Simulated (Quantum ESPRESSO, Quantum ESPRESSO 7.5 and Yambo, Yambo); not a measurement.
## Quasiparticle gap of ZnSe (Stilleite) in Yambo

Aim: the G0W0 gap of ZnSe (Stilleite) on PBE with spin-orbit coupling, step by step.

Program: Quantum ESPRESSO 7.5 and Yambo 5.3.0. Level of theory: PBE and many-body steps on it, plane waves. Results are calculated unless marked as measured.

**What was measured.**

- Gap 2.695 ± 0.003 eV: excitonic gap from free-exciton PL, not corrected for exciton binding; photoluminescence; 300 K; bulk crystal (Bridgman-grown crystal, polished and etched) (“Alloy Disordering Effects on the Thermal Conductivity and Energy Gap Temperature Dependence of Cd1−xZnxSe Ternary Crystals Grown by the Bridgman Method”, 2023, pmc:10253836).

### 1. The starting structure

Symmetry: F-43m, No. 216, cubic system. The conventional cell has a = 5.668 Å, b = 5.668 Å, c = 5.668 Å, α = 90.00°, β = 90.00°, γ = 90.00°. Nearest to Zn lie 4 Se at 2.45 Å. Se has 4 Zn at 2.45 Å nearest. Farther neighbours and most contacts between anions are not listed.

The cell and positions come from the Crystallography Open Database and are kept as given unless a step says otherwise.

### 2. Ground state

This step: Quantum ESPRESSO 7.5; DFT, PBE with spin-orbit coupling, plane waves, norm-conserving pseudopotentials.

The ground-state density comes first.

The input, pw.in:

```
&control
  calculation = 'scf'
  prefix = 'x'
  outdir = 'o'
  pseudo_dir = 'pseudo'
/
&system
  ibrav = 0
  nat = 2
  ntyp = 2
  ecutwfc = 104.0
  nbnd = 54
  force_symmorphic = .true.
  noncolin = .true.
  lspinorb = .true.
/
&electrons
  conv_thr = 1e-10
  electron_maxstep = 80
  mixing_beta = 0.5
/
ATOMIC_SPECIES
  Zn 65.38 Zn.upf
  Se 78.971 Se.upf
CELL_PARAMETERS angstrom
  -0.0000000000 2.8338000000 2.8338000000
  2.8338000000 0.0000000000 2.8338000000
  2.8338000000 2.8338000000 -0.0000000000
ATOMIC_POSITIONS crystal
  Zn 0.0000000000 0.0000000000 0.0000000000
  Se 0.2500000000 0.2500000000 0.2500000000
K_POINTS automatic
  6 6 6 0 0 0
```

Command:

```sh
$ OMP_NUM_THREADS=1 mpirun -n 4 pw.x -nk 4 -in pw.in > pw.out
```

What it wrote:

```text
Program PWSCF v.7.5 starts

     This program is part of the open-source Quantum ESPRESSO suite
     for quantum simulation of materials; please cite
         "P. Giannozzi et al., J. Phys.:Condens. Matter 21 395502 (2009);
         "P. Giannozzi et al., J. Phys.:Condens. Matter 29 465901 (2017);
         "P. Giannozzi et al., J. Chem. Phys. 152 154105 (2020);
     in publications or presentations arising from this work. More details at
     Message from routine setup:
     using ibrav=0 with symmetry is DISCOURAGED, use correct ibrav instead

     G-vector sticks info

     bravais-lattice index     =            0
     lattice parameter (alat)  =       7.5733  a.u.
     unit-cell volume          =     307.1384 (a.u.)^3
     number of atoms/cell      =            2
     number of atomic types    =            2
     number of electrons       =        44.00
     number of Kohn-Sham states=           54
     kinetic-energy cutoff     =     104.0000  Ry
     charge density cutoff     =     416.0000  Ry
     scf convergence threshold =      1.0E-10
     mixing beta               =       0.5000
     number of iterations used =            8  plain     mixing
     Exchange-correlation= PBE
                           (   1   4   3   4   0   0   0)
     Non magnetic calculation with spin-orbit

     celldm(1)=   7.573263  celldm(2)=   0.000000  celldm(3)=   0.000000
     celldm(4)=   0.000000  celldm(5)=   0.000000  celldm(6)=   0.000000

     crystal axes: (cart. coord. in units of alat)
               a(1) = (  -0.000000   0.707107   0.707107 )
               a(2) = (   0.707107   0.000000   0.707107 )
               a(3) = (   0.707107   0.707107  -0.000000 )

     reciprocal axes: (cart. coord. in units 2 pi/alat)
               b(1) = ( -0.707107  0.707107  0.707107 )
               b(2) = (  0.707107 -0.707107  0.707107 )
               b(3) = (  0.707107  0.707107 -0.707107 )
     Pseudo is Norm-conserving + core correction, Zval = 20.0
     Generated using ONCVPSP code by D. R. Hamann
     Using radial grid of 1326 points, 10 beta functions with:
     Pseudo is Norm-conserving + core correction, Zval = 24.0
     Generated using ONCVPSP code by D. R. Hamann
     Using radial grid of 1214 points, 10 beta functions with:
     Zn               20.00    65.38000     Zn( 1.00)
     Se               24.00    78.97100     Se( 1.00)

     24 Sym. Ops. (no inversion) found

   Cartesian axes

     site n.     atom                  positions (alat units)
         1        Zn     tau(   1) = (   0.0000000   0.0000000   0.0000000  )
         2        Se     tau(   2) = (   0.3535534   0.3535534   0.3535534  )

     number of k points=    16
                       cart. coord. in units 2pi/alat
        k(    1) = (   0.0000000   0.0000000   0.0000000), wk =   0.0046296
        k(    2) = (   0.1178511   0.1178511  -0.1178511), wk =   0.0370370
        k(    3) = (   0.2357023   0.2357023  -0.2357023), wk =   0.0370370
        k(    4) = (  -0.3535534  -0.3535534   0.3535534), wk =   0.0185185
        k(    5) = (   0.2357023   0.0000000  -0.0000000), wk =   0.0277778
        k(    6) = (   0.3535534   0.1178511  -0.1178511), wk =   0.1111111
        k(    7) = (  -0.2357023  -0.4714045   0.4714045), wk =   0.1111111
        k(    8) = (  -0.1178511  -0.3535534   0.3535534), wk =   0.1111111
        k(    9) = (   0.0000000  -0.2357023   0.2357023), wk =   0.0555556
        k(   10) = (   0.4714045   0.0000000  -0.0000000), wk =   0.0277778
     [... 4 further rows ...]
        k(   15) = (  -0.1178511  -0.3535534   0.5892557), wk =   0.1111111
        k(   16) = (  -0.7071068   0.2357023   0.0000000), wk =   0.0555556

     Dense  grid:    44039 G-vectors     FFT dimensions: (  50,  50,  50)

     Initial potential from superposition of free atoms

     starting charge      43.9998, renormalised to      44.0000
     Starting wfcs are   46 randomized atomic wfcs +    8 random wfcs

     per-process dynamical memory:   100.4 Mb

     Self-consistent Calculation

     iteration #  1     ecut=   104.00 Ry     beta= 0.50

     Threshold (ethr) on eigenvalues was too large:
     Diagonalizing with lowered threshold

     total energy              =   -1094.55344819 Ry
     estimated scf accuracy    <       0.06870181 Ry

     iteration #  2     ecut=   104.00 Ry     beta= 0.50

     total energy              =   -1094.56999589 Ry
     estimated scf accuracy    <       0.00760307 Ry

     iteration #  3     ecut=   104.00 Ry     beta= 0.50

     total energy              =   -1094.57098196 Ry
     estimated scf accuracy    <       0.00096040 Ry

     iteration #  4     ecut=   104.00 Ry     beta= 0.50

     total energy              =   -1094.57104265 Ry
     estimated scf accuracy    <       0.00004395 Ry

     iteration #  5     ecut=   104.00 Ry     beta= 0.50

     total energy              =   -1094.57104881 Ry
     estimated scf accuracy    <       0.00000277 Ry

     iteration #  6     ecut=   104.00 Ry     beta= 0.50

     total energy              =   -1094.57104937 Ry
     estimated scf accuracy    <       0.00000008 Ry

     iteration #  7     ecut=   104.00 Ry     beta= 0.50

     total energy              =   -1094.57104939 Ry
     estimated scf accuracy    <          6.2E-09 Ry

     iteration #  8     ecut=   104.00 Ry     beta= 0.50

     total energy              =   -1094.57104939 Ry
     estimated scf accuracy    <          6.3E-10 Ry

     iteration #  9     ecut=   104.00 Ry     beta= 0.50

     total energy              =   -1094.57104939 Ry
     estimated scf accuracy    <          6.8E-10 Ry

     iteration # 10     ecut=   104.00 Ry     beta= 0.50

     End of self-consistent calculation

          k = 0.0000 0.0000 0.0000 (  5577 PWs)   bands (ev):

  -198.3538-198.3538-141.8272-141.8272-135.9557-135.9557-135.9557-135.9557
  -116.4246-116.4246 -72.6619 -72.6619 -69.5971 -69.5971 -69.5971 -69.5971
   -38.6027 -38.6027 -38.6027 -38.6027 -37.7107 -37.7107 -37.7082 -37.7082
   -37.7082 -37.7082  -4.4714  -4.4714   2.1277   2.1277   2.1277   2.1277
     2.3488   2.3488   2.6647   2.6647   2.6647   2.6647   8.5285   8.5285
     8.9102   8.9102   8.9102   8.9102  10.0771  10.0771  14.4976  14.4976
    14.6438  14.6438  14.6438  14.6438  18.7222  18.7222

          k = 0.1179 0.1179-0.1179 (  5510 PWs)   bands (ev):

  -198.3538-198.3538-141.8272-141.8272-135.9557-135.9557-135.9557-135.9557
  -116.4246-116.4246 -72.6619 -72.6619 -69.5972 -69.5972 -69.5971 -69.5971
   -38.6027 -38.6027 -38.6026 -38.6026 -37.7107 -37.7107 -37.7082 -37.7082
   -37.7081 -37.7081  -4.2969  -4.2969   2.1271   2.1545   2.1545   2.1581
     2.3728   2.3728   2.6542   2.6542   2.6566   2.6941   6.8710   6.8710
     8.4139   8.4139   8.6472   8.6590  11.3398  11.3398  14.6627  14.6627
    14.9485  14.9485  15.0477  15.0501  19.2614  19.2685

          k = 0.2357 0.2357-0.2357 (  5504 PWs)   bands (ev):

  -198.3538-198.3538-141.8272-141.8272-135.9557-135.9557-135.9557-135.9557
  -116.4246-116.4246 -72.6619 -72.6619 -69.5972 -69.5972 -69.5972 -69.5972
   -38.6026 -38.6026 -38.6026 -38.6026 -37.7106 -37.7106 -37.7082 -37.7082
   -37.7080 -37.7080  -3.9055  -3.9055   2.1489   2.1807   2.2825   2.2825
     2.4429   2.4429   2.6607   2.6607   2.6881   2.7268   4.7290   4.7290
     7.9870   7.9870   8.2139   8.2254  11.4684  11.4684  15.2294  15.2294
    15.3079  15.3099  16.3610  16.3610  19.2162  19.2163

          k =-0.3536-0.3536 0.3536 (  5480 PWs)   bands (ev):

     [... further k-points ...]

     highest occupied, lowest unoccupied level (ev):     8.9102   10.0771

!    total energy              =   -1094.57104939 Ry
     estimated scf accuracy    <          1.1E-12 Ry

     The total energy is the sum of the following terms:
     one-electron contribution =    -960.47551572 Ry
     hartree contribution      =     458.24465140 Ry
     xc contribution           =    -102.65015640 Ry
     ewald contribution        =    -489.69002867 Ry

     convergence has been achieved in  10 iterations

     XML data file, charge density, pseudopotentials, collected wavefunctions

=------------------------------------------------------------------------------=
   JOB DONE.
=------------------------------------------------------------------------------=
```

The job ended after 27 s (4 MPI ranks of Intel Xeon 6975P-C (Granite Rapids), shared host; peak memory 0.75 GiB).

Numbers from this step:

- total energy: -14892.3978 eV
- gap: 1.167 eV
- k of the valence top: 0, 0, 0
- k of the conduction bottom: 0, 0, 0
- least direct gap: 1.167 eV

The gap is direct, at Γ.

### 3. Bands along the symmetry lines

Levels along a band path, at the cheap level, show where the edges lie and whether the meshes to come will hold them.

The input, pw.in:

```
&control
  calculation = 'bands'
  prefix = 'x'
  outdir = 'o'
  pseudo_dir = 'pseudo'
/
&system
  ibrav = 0
  nat = 2
  ntyp = 2
  ecutwfc = 104.0
  nbnd = 56
  force_symmorphic = .true.
  noncolin = .true.
  lspinorb = .true.
/
&electrons
  conv_thr = 1e-9
  electron_maxstep = 80
  diago_full_acc = .true.
  diago_thr_init = 5e-6
/
ATOMIC_SPECIES
  Zn 65.38 Zn.upf
  Se 78.971 Se.upf
CELL_PARAMETERS angstrom
  -0.0000000000 2.8338000000 2.8338000000
  2.8338000000 0.0000000000 2.8338000000
  2.8338000000 2.8338000000 -0.0000000000
ATOMIC_POSITIONS crystal
  Zn 0.0000000000 0.0000000000 0.0000000000
  Se 0.2500000000 0.2500000000 0.2500000000
K_POINTS crystal
  50
  0.00000000 0.00000000 0.00000000 1
  -0.06250000 -0.06250000 0.00000000 1
  -0.12500000 -0.12500000 0.00000000 1
  -0.18750000 -0.18750000 0.00000000 1
  -0.25000000 -0.25000000 0.00000000 1
  -0.31250000 -0.31250000 0.00000000 1
  -0.37500000 -0.37500000 0.00000000 1
  -0.43750000 -0.43750000 0.00000000 1
  -0.50000000 -0.50000000 0.00000000 1
  -0.48437500 -0.48437500 0.03125000 1
  -0.46875000 -0.46875000 0.06250000 1
  -0.45312500 -0.45312500 0.09375000 1
  -0.43750000 -0.43750000 0.12500000 1
  -0.42187500 -0.42187500 0.15625000 1
  -0.40625000 -0.40625000 0.18750000 1
  -0.39062500 -0.39062500 0.21875000 1
  -0.37500000 -0.37500000 0.25000000 1
  -0.37500000 0.00000000 0.37500000 1
  -0.32812500 0.00000000 0.32812500 1
  -0.28125000 0.00000000 0.28125000 1
  -0.23437500 0.00000000 0.23437500 1
  -0.18750000 0.00000000 0.18750000 1
  -0.14062500 0.00000000 0.14062500 1
  -0.09375000 0.00000000 0.09375000 1
  -0.04687500 0.00000000 0.04687500 1
  0.00000000 0.00000000 0.00000000 1
  0.00000000 0.00000000 0.06250000 1
  0.00000000 0.00000000 0.12500000 1
  0.00000000 0.00000000 0.18750000 1
  0.00000000 0.00000000 0.25000000 1
  0.00000000 0.00000000 0.31250000 1
  0.00000000 0.00000000 0.37500000 1
  0.00000000 0.00000000 0.43750000 1
  0.00000000 0.00000000 0.50000000 1
  -0.06250000 -0.03125000 0.46875000 1
  -0.12500000 -0.06250000 0.43750000 1
  -0.18750000 -0.09375000 0.40625000 1
  -0.25000000 -0.12500000 0.37500000 1
  -0.31250000 -0.15625000 0.34375000 1
  -0.37500000 -0.18750000 0.31250000 1
  -0.43750000 -0.21875000 0.28125000 1
  -0.50000000 -0.25000000 0.25000000 1
  -0.50000000 -0.28125000 0.21875000 1
  -0.50000000 -0.31250000 0.18750000 1
  -0.50000000 -0.34375000 0.15625000 1
  -0.50000000 -0.37500000 0.12500000 1
  -0.50000000 -0.40625000 0.09375000 1
  -0.50000000 -0.43750000 0.06250000 1
  -0.50000000 -0.46875000 0.03125000 1
  -0.50000000 -0.50000000 0.00000000 1
```

What it wrote:

```text
[banner, memory and clock lines left out]
Program PWSCF v.7.5 starts

     Atomic positions and unit cell read from directory:
     o/x.save/

     Message from routine setup:
     using ibrav=0 with symmetry is DISCOURAGED, use correct ibrav instead

     G-vector sticks info

     bravais-lattice index     =            0
     lattice parameter (alat)  =       7.5733  a.u.
     unit-cell volume          =     307.1384 (a.u.)^3
     number of atoms/cell      =            2
     number of atomic types    =            2
     number of electrons       =        44.00
     number of Kohn-Sham states=           56
     kinetic-energy cutoff     =     104.0000  Ry
     charge density cutoff     =     416.0000  Ry
     Exchange-correlation= PBE
                           (   1   4   3   4   0   0   0)
     Non magnetic calculation with spin-orbit

     celldm(1)=   7.573263  celldm(2)=   0.000000  celldm(3)=   0.000000
     celldm(4)=   0.000000  celldm(5)=   0.000000  celldm(6)=   0.000000

     crystal axes: (cart. coord. in units of alat)
               a(1) = (  -0.000000   0.707107   0.707107 )
               a(2) = (   0.707107   0.000000   0.707107 )
               a(3) = (   0.707107   0.707107  -0.000000 )

     reciprocal axes: (cart. coord. in units 2 pi/alat)
               b(1) = ( -0.707107  0.707107  0.707107 )
               b(2) = (  0.707107 -0.707107  0.707107 )
               b(3) = (  0.707107  0.707107 -0.707107 )
     Pseudo is Norm-conserving + core correction, Zval = 20.0
     Generated using ONCVPSP code by D. R. Hamann
     Using radial grid of 1326 points, 10 beta functions with:
     Pseudo is Norm-conserving + core correction, Zval = 24.0
     Generated using ONCVPSP code by D. R. Hamann
     Using radial grid of 1214 points, 10 beta functions with:
     Zn               20.00    65.38000     Zn( 1.00)
     Se               24.00    78.97100     Se( 1.00)

     24 Sym. Ops. (no inversion) found

   Cartesian axes

     site n.     atom                  positions (alat units)
         1        Zn     tau(   1) = (   0.0000000   0.0000000   0.0000000  )
         2        Se     tau(   2) = (   0.3535534   0.3535534   0.3535534  )

     number of k points=    50
                       cart. coord. in units 2pi/alat
        k(    1) = (   0.0000000   0.0000000   0.0000000), wk =   0.0200000
        k(    2) = (   0.0000000   0.0000000  -0.0883883), wk =   0.0200000
        k(    3) = (   0.0000000   0.0000000  -0.1767767), wk =   0.0200000
[...]
[... 38 further rows ...]
        k(   49) = (   0.0441942  -0.0000000  -0.7071068), wk =   0.0200000
        k(   50) = (   0.0000000   0.0000000  -0.7071068), wk =   0.0200000

     Dense  grid:    44039 G-vectors     FFT dimensions: (  50,  50,  50)

     The potential is recalculated from file :
     o/x.save/charge-density

     Starting wfcs are   46 randomized atomic wfcs +   10 random wfcs

     Band Structure Calculation

     End of band structure calculation

          k = 0.0000 0.0000 0.0000 (  5577 PWs)   bands (ev):

  -198.3538-198.3538-141.8272-141.8272-135.9557-135.9557-135.9557-135.9557
  -116.4246-116.4246 -72.6619 -72.6619 -69.5972 -69.5972 -69.5972 -69.5972
   -38.6027 -38.6027 -38.6027 -38.6027 -37.7107 -37.7107 -37.7082 -37.7082
   -37.7082 -37.7082  -4.4714  -4.4714   2.1277   2.1277   2.1277   2.1277
     2.3488   2.3488   2.6647   2.6647   2.6647   2.6647   8.5285   8.5285
[...]
k = 0.0000 0.0000-0.0884 (  5533 PWs)   bands (ev):

  -198.3538-198.3538-141.8272-141.8272-135.9557-135.9557-135.9557-135.9557
  -116.4246-116.4246 -72.6619 -72.6619 -69.5972 -69.5972 -69.5972 -69.5972
[...]
k = 0.0000 0.0000-0.1768 (  5513 PWs)   bands (ev):

  -198.3538-198.3538-141.8272-141.8272-135.9557-135.9557-135.9557-135.9557
  -116.4246-116.4246 -72.6619 -72.6619 -69.5972 -69.5972 -69.5972 -69.5972
[...]
k = 0.0000 0.0000-0.2652 (  5525 PWs)   bands (ev):

[...]
k =-0.0000-0.0000-0.4419 (  5498 PWs)   bands (ev):

[...]
k =-0.0000-0.0000-0.6187 (  5514 PWs)   bands (ev):

[...]
k = 0.5303-0.0000-0.5303 (  5486 PWs)   bands (ev):

[...]
k = 0.3977-0.0000-0.3977 (  5512 PWs)   bands (ev):

[...]
k = 0.2652-0.0000-0.2652 (  5496 PWs)   bands (ev):

[...]
k = 0.0000 0.0000 0.0000 (  5577 PWs)   bands (ev):

[...]
k = 0.1326 0.0000-0.7071 (  5496 PWs)   bands (ev):

[...]
k = 0.0884-0.0000-0.7071 (  5482 PWs)   bands (ev):

[...]
k = 0.0442-0.0000-0.7071 (  5482 PWs)   bands (ev):

  -198.3538-198.3538-141.8272-141.8272-135.9557-135.9557-135.9557-135.9557
  -116.4246-116.4246 -72.6620 -72.6620 -69.5972 -69.5972 -69.5972 -69.5972
[...]
k = 0.0000 0.0000-0.7071 (  5514 PWs)   bands (ev):

  -198.3538-198.3538-141.8272-141.8272-135.9557-135.9557-135.9557-135.9557
  -116.4246-116.4246 -72.6620 -72.6620 -69.5972 -69.5972 -69.5972 -69.5972
[...]
6.5134   6.5134   6.6850   6.6850  11.7766  11.7766  12.2508  12.2508
    19.4767  19.4767  20.0469  20.0469  20.0690  20.0690  22.7686  22.7686

     XML data file, pseudopotentials, collected wavefunctions
```

It took 17 s on 4 MPI ranks; peak memory 0.52 GiB; 69 s of CPU time.

This step gave:

| Quantity | Value |
| --- | --- |
| gap | 1.167 eV |
| k of the valence top | 0, 0, 0 |
| k of the conduction bottom | 0, 0, 0 |
| least direct gap | 1.167 eV |

The gap is 1.167 eV, as in the run before at this level.

Electronic bands along the path, in eV, zero at the top of the highest filled band:

```csv
point,band 41,band 42,band 43,band 44,band 45,band 46,band 47,band 48
Γ,0.00,0.00,0.00,0.00,1.17,1.17,5.59,5.59
halfway,-1.47,-1.47,-1.28,-1.28,3.80,3.80,3.91,3.91
X,-2.40,-2.40,-2.23,-2.23,2.87,2.87,3.34,3.34
halfway,-2.73,-2.67,-2.20,-2.19,3.13,3.14,3.91,3.96
U,-3.27,-3.16,-1.91,-1.91,3.46,3.47,5.42,5.53
jump to K,-3.27,-3.16,-1.91,-1.91,3.46,3.47,5.42,5.53
halfway,-1.91,-1.83,-0.62,-0.61,3.63,3.70,5.81,5.88
Γ,0.00,0.00,0.00,0.00,1.17,1.17,5.59,5.59
halfway,-0.72,-0.72,-0.49,-0.48,2.63,2.63,6.27,6.27
L,-1.11,-1.11,-0.88,-0.88,2.42,2.42,6.23,6.23
halfway,-2.58,-2.49,-1.61,-1.56,4.07,4.14,5.42,5.43
W,-3.00,-2.82,-2.77,-2.75,5.26,5.36,5.44,5.51
halfway,-2.72,-2.61,-2.51,-2.50,3.74,3.76,4.13,4.20
X,-2.40,-2.40,-2.23,-2.23,2.87,2.87,3.34,3.34
```

(Part 1 of 3 ends here.)

[Paths, hosts, dates, memory and timing lines, banners, echoed tables and standing remarks are left out of the program output.]

[Logs are printed without paths, hosts, clocks, repeated set-up lines and the standing remarks that a program may print on its own settings, such as how far it seeks lower states.]

[Runs of the session that timed out or met a known fault of the program may be left out.]

[Hosts, paths, dates, database ids (printed as entryN), source tags and the programs' standing remarks are cut or masked in the printed files.]
